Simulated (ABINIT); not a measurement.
The system is PbS (Galena).

```
CELL_PARAMETERS angstrom
0.00000 2.96575 2.96575
2.96575 0.00000 2.96575
2.96575 2.96575 0.00000
ATOMIC_POSITIONS crystal
Pb 0.00000 0.00000 0.00000
S 0.50000 0.50000 0.50000
```

| Quantity | Value |
| --- | --- |
| Program | ABINIT 10.8.3 (patched build) |
| Task | single point |
| Functional | PBE |
| Potentials or basis | JTH PAW PBE v2.0 |
| Cutoff | 599 eV |
| k mesh | 8 × 8 × 8 |
| Occupations | fermi-dirac, width 0.05 eV |
| Spin | no spin polarisation |

On this cell: pressure 2.3 GPa; largest force zero by symmetry; band gap on the k mesh 0.36 eV, direct.

The same run follows on a disturbed copy (atoms moved at random, drawn with an rms of 0.05 Å):

```
CELL_PARAMETERS angstrom
0.00000 2.96575 2.96575
2.96575 0.00000 2.96575
2.96575 2.96575 0.00000
ATOMIC_POSITIONS crystal
Pb 0.98849 0.01386 0.99772
S 0.49387 0.50530 0.49704
```

Problem. What changes?

Solution. The energy moves by +0.1 meV/atom; pressure 2.3 GPa; largest force 0.017 eV/Å; band gap on the k mesh 0.36 eV, direct.

Forces on the atoms (eV/Å):
```
Pb  -0.015  0.005 -0.004
S    0.015 -0.005  0.004
```

Caveats: spin-orbit coupling is left out, which as a rule narrows the gap of such compounds by several tenths of an eV.

A k mesh can miss the band edges.
